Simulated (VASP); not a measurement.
# Si (P6/mmm) in VASP: notebook, part 2 of 2

VASP 6.6.1. The steps go on from the part before.

## Step 3: Core levels, PBE

Input file INCAR:

```
PREC = Accurate
ENCUT = 520
EDIFF = 1E-6
ISMEAR = 0
SIGMA = 0.02
LREAL = F
LASPH = T
NELM = 60
ALGO = Normal
ISIF = 2
LWAVE = F
LCHARG = F
GGA = PE
ICORELEVEL = 1
```

Input file KPOINTS:

```
Automatic mesh
0
Gamma
  12 12 11
```

Input file POSCAR:

```
Si
1.0
    2.6205428149      0.0000000000      0.0000000000
   -1.3102714075      2.2694566494      0.0000000000
    0.0000000000      0.0000000000      2.4663543900
Si
1
Direct
    0.0000000000      0.0000000000      0.0000000000
```

Potentials or basis: VASP PAW PBE potentials, release 64 (Si).

Run with:

```console
> cat potpaw_PBE.64/Si/POTCAR > POTCAR
> mpirun -np 1 vasp_std > vasp.out
```

OUTCAR:

```text
PREC = Accurate
   ENCUT = 520
   EDIFF = 1E-6
   ISMEAR = 0
   LREAL = F
   LASPH = T
   NELM = 60
   ISIF = 2
   GGA = PE

 ion  position               nearest neighbor table
   1  0.000  0.000  0.000-

  LATTYP: Found a hexagonal cell.
 ALAT       =     2.6205428149
 C/A-ratio  =     0.9411616463

  Lattice vectors:

 A1 = (   2.6205428149,   0.0000000000,   0.0000000000)
 A2 = (  -1.3102714075,   2.2694566494,   0.0000000000)
 A3 = (   0.0000000000,   0.0000000000,   2.4663543900)

Analysis of symmetry for initial positions (statically):
=====================================================================
 Subroutine PRICEL returns:
 Original cell was already a primitive cell.

 Routine SETGRP: Setting up the symmetry group for a
 hexagonal supercell.

 Subroutine GETGRP returns: Found 24 space group operations
 (whereof 24 operations were pure point group operations)
 out of a pool of 24 trial point group operations.

The static configuration has the point symmetry D_6h.

Analysis of symmetry for dynamics (positions and initial velocities):
=====================================================================
 Subroutine PRICEL returns:
 Original cell was already a primitive cell.

 Routine SETGRP: Setting up the symmetry group for a
 hexagonal supercell.

 Subroutine GETGRP returns: Found 24 space group operations
 (whereof 24 operations were pure point group operations)
 out of a pool of 24 trial point group operations.

The dynamic configuration has the point symmetry D_6h.

 Subroutine INISYM returns: Found 24 space group operations
 (whereof 24 operations are pure point group operations),
 and found     1 'primitive' translations

----------------------------------------------------------------------------------------

                                     Primitive cell

  volume of cell :      14.6679

  direct lattice vectors                    reciprocal lattice vectors
     2.620542815  0.000000000  0.000000000     0.381600329  0.220317053  0.000000000
    -1.310271407  2.269456649  0.000000000     0.000000000  0.440634105  0.000000000
     0.000000000  0.000000000  2.466354390     0.000000000  0.000000000  0.405456736

  length of vectors
     2.620542815  2.620542815  2.466354390     0.440634105  0.440634105  0.405456736

  position of ions in fractional coordinates (direct lattice)
     0.000000000  0.000000000  0.000000000

  ion indices of the primitive-cell ions
   primitive index   ion index
                 1           1

----------------------------------------------------------------------------------------

 KPOINTS: Automatic mesh

Automatic generation of k-mesh.
 Grid dimensions read from file:
 generate k-points for:   12   12   11

 Generating k-lattice:

  Cartesian coordinates                     Fractional coordinates (reciprocal lattice)
     0.031800027  0.018359754  0.000000000     0.083333333  0.000000000  0.000000000
     0.000000000  0.036719509  0.000000000     0.000000000  0.083333333  0.000000000
     0.000000000  0.000000000  0.036859703     0.000000000  0.000000000  0.090909091

  Length of vectors
     0.036719509  0.036719509  0.036859703

  Shift w.r.t. Gamma in fractional coordinates (k-lattice)
     0.000000000  0.000000000  0.000000000

 Subroutine IBZKPT returns following result:
 ===========================================

 Found    114 irreducible k-points:

 Following reciprocal coordinates:
            Coordinates               Weight
  0.000000  0.000000  0.000000      1.000000
  0.083333  0.000000  0.000000      6.000000
  0.166667  0.000000  0.000000      6.000000
  0.250000  0.000000  0.000000      6.000000
  0.333333  0.000000  0.000000      6.000000
  0.416667  0.000000  0.000000      6.000000
[... 16 lines left out ...]
  0.250000  0.000000  0.090909     12.000000
  0.333333  0.000000  0.090909     12.000000
 [... further k-points ...]
   k-points           NKPTS =    114   k-points in BZ     NKDIM =    114   number of bands    NBANDS=      6
   number of dos      NEDOS =    301   number of ions     NIONS =      1
   total plane-waves  NPLWV =   7200
   dimension x,y,z NGX =    20 NGY =   20 NGZ =   18
   dimension x,y,z NGXF=    40 NGYF=   40 NGZF=   36
   ions per type =               1
   NGX,Y,Z   is equivalent  to a cutoff of  12.69, 12.69, 12.13 a.u.
   NGXF,Y,Z  is equivalent  to a cutoff of  25.38, 25.38, 24.27 a.u.
 SYSTEM =  unknown system
   PREC   = accura    normal or accurate (medium, high low for compatibility)
   ISTART =      0    job   : 0-new  1-cont  2-samecut
   ICHARG =      2    charge: 1-file 2-atom 10-const
   ISPIN  =      1    spin polarized calculation?
   LNONCOLLINEAR =      F non collinear calculations
   LSORBIT =      F    spin-orbit coupling
   LASPH  =      T    aspherical Exc in radial PAW
   ENCUT  =  520.0 eV  38.22 Ry    6.18 a.u.   4.87  4.87  4.59*2*pi/ulx,y,z
   NELM   =     60;   NELMIN=  2; NELMDL= -5     # of ELM steps
   EDIFF  = 0.1E-05   stopping-criterion for ELM
   LREAL  =      F    real-space projection
   EDIFFG = 0.1E-04   stopping-criterion for IOM
   NSW    =      0    number of steps for IOM
   IBRION =     -1    ionic relax: 0-MD 1-quasi-New 2-CG
   NFREE  =      0    steps in history (QN), initial steepest desc. (CG)
   ISIF   =      2    stress and relaxation
   ISYM   =      2    0-nonsym 1-usesym 2-fastsym
   POTIM  = 0.5000    time-step for ionic-motion
   TEBEG  =    0.0;   TEEND  =   0.0 temperature during run
   PSTRESS=    0.0 pullay stress
   NELECT =       4.0000    total number of electrons
   NUPDOWN=      -1.0000    fix difference up-down
   EMIN   =  10.00;   EMAX   =-10.00  energy-range for DOS
   EFERMI =   0.00;   METHOD = LEGACY
   ISMEAR =     0;   SIGMA  =   0.02  broadening in eV -4-tet -1-fermi 0-gaus
   EFERMI_NEDOS =   21; number of points for ismear=-14 and -15
   IALGO  =     38    algorithm
   IMIX   =      4    mixing-type and parameters
     AMIX     =   0.40;   BMIX     =  1.00
     AMIX_MAG =   1.60;   BMIX_MAG =  1.00
  volume/ion in A,a.u.               =      14.67        98.98
  Fermi-wavevector in a.u.,A,eV,Ry     =   1.061627  2.006184 15.334472  1.127052
  Thomas-Fermi vector in A             =   2.197050
   LORBIT       =      0    0 simple, 1 ext, 2 COOP (PROOUT), +10 PAW based schemes
   GGA     = PE    functional components
   LHFCALC =     F    Hartree Fock is set to
   AEXX    =    0.0000 exact exchange contribution
   IVDW    =     0    specifies the selected vdW correction
   LEPSILON=     F    determine dielectric tensor
   LRPA    =     F    only Hartree local field effects (RPA)
 non-spin polarized calculation
 Gauss-broadening in eV      SIGMA  =   0.02
  energy-cutoff  :      520.00
  volume of cell :       14.67
 maximum number of plane-waves:       408
 NGX is ok and might be reduce to    20
   NGX =  9   NGY =  9   NGZ =  9

 number of electron       4.0000000 magnetization

 Free energy of the ion-electron system (eV)
  ---------------------------------------------------
  ext. energy  EPLUGINS =         0.00000000
  ---------------------------------------------------
  free energy    TOTEN  =        -5.11799699 eV

  energy without entropy =       -5.11782695  energy(sigma->0) =       -5.11791197

 the core state eigenenergies are
   1-  1s  -1770.9510  2s   -124.7318  2p    -80.7719

 E-fermi :   9.6522     XC(G=0): -11.0682

 val. band max:        9.6506966154   @ k =   0.3333   0.2500   0.4545
 cond. band min:       9.7101849304   @ k =   0.4167   0.1667   0.0000
 fundamental gap:      0.0594883150
 Fermi energy:         9.6521761737

 k-point     1 :       0.0000    0.0000    0.0000
  band No.  band energies     occupation
      1      -4.4458      2.00000
      2      17.1957      0.00000
      3      17.7033      0.00000
      4      20.0714      0.00000
      5      20.0714      0.00000
      6      21.9743      0.00000

 k-point     2 :       0.0833    0.0000    0.0000
  band No.  band energies     occupation
      1      -4.2507      2.00000
      2      16.3900      0.00000
      3      17.8670      0.00000
      4      18.9398      0.00000
      5      18.9509      0.00000
      6      22.0296      0.00000
[... 262 lines left out ...]
 k-point    32 :       0.1667    0.1667    0.0909
  band No.  band energies     occupation
      1      -1.9283      2.00000
      2      10.8703      0.00000
      3      11.9108      0.00000
      4      16.9584      0.00000
      5      23.2124      0.00000
      6      24.0836      0.00000

 k-point    33 :       0.2500    0.1667    0.0909
  band No.  band energies     occupation

------------------------ aborting loop because EDIFF is reached ----------------------------------------

  FORCE on cell =-STRESS in cart. coord.  units (eV):
  Direction    XX          YY          ZZ          XY          YZ          ZX
  --------------------------------------------------------------------------------------
  -------------------------------------------------------------------------------------
  Total        0.1155608      0.1155608      0.5964858     -0.0000000      0.0000000      0.0000000
  in kB       12.6227066     12.6227066     65.1541433     -0.0000000      0.0000000      0.0000000
  external PRESSURE =      30.1331855 kB  Pullay stress =       0.0000000 kB

 VOLUME and BASIS-vectors are now :
 -----------------------------------------------------------------------------
  energy-cutoff  :      520.00
  volume of cell :       14.67
      direct lattice vectors                 reciprocal lattice vectors
     2.620542815  0.000000000  0.000000000     0.381600329  0.220317053  0.000000000
    -1.310271407  2.269456649  0.000000000     0.000000000  0.440634105  0.000000000
     0.000000000  0.000000000  2.466354390     0.000000000  0.000000000  0.405456736

 POSITION                                       TOTAL-FORCE (eV/Angst)
 -----------------------------------------------------------------------------------
      0.00000      0.00000      0.00000         0.000000      0.000000      0.000000
 -----------------------------------------------------------------------------------
    total drift:                                0.000000      0.000000      0.000000

  FREE ENERGIE OF THE ION-ELECTRON SYSTEM (eV)
  ---------------------------------------------------
  free  energy   TOTEN  =        -5.1179969895 eV

  energy  without entropy=       -5.1178269465  energy(sigma->0) =       -5.11791197
```

Run time: 3.3 s. Hardware: 1 thread of Intel Xeon Platinum 8559C (Emerald Rapids), shared host; peak memory 0.11 GiB.

What came out:

- Free energy: -5.1180 eV
- Pressure: 3.0 GPa
- Band gap on the k mesh: none (metal or under the smearing width)

Core levels (eV, on the scale of the bands):
| atom | levels |
| --- | --- |
| 1 Si | 1s -1771.0, 2s -124.7, 2p -80.8 |

## Step 4: For comparison

An earlier run on the cell as given: functional PBEsol; potentials or basis VASP PAW PBE potentials, release 64 (Si); cutoff 520 eV; k mesh 12 × 12 × 11; occupations fermi-dirac, width 0.05 eV; no spin polarisation.

- Pressure: 0.7 GPa
- Band gap on the k mesh: none (metal or under the smearing width)

## Step 5: Summary

| task | level | smearing | ladder | gap on the mesh (eV) | pressure (GPa) |
| --- | --- | --- | --- | --- | --- |
| electric field gradients | PBE | gaussian 0.02 eV | - | none | 3.0 |
| core levels | PBE | gaussian 0.02 eV | - | none | 3.0 |
| single point | PBEsol | fermi-dirac 0.05 eV | free | none | 0.7 |

Alike in all rows: potentials or basis VASP PAW PBE potentials, release 64 (Si); no spin polarisation; cell as given; k mesh 12 × 12 × 11; cutoff (eV) 520.

Every run on the cell as given and a fine mesh finds a metal. The pressure there spans 0.7 GPa (PBEsol) to 3.0 GPa (PBE); a positive pressure means that this level wants a larger cell, a negative one a smaller.

Caveats: the PAW data sets were made with another functional, which shifts forces and pressure a little (some runs).

Total energies depend on the potentials used, so only differences within one code and one set of settings carry meaning.
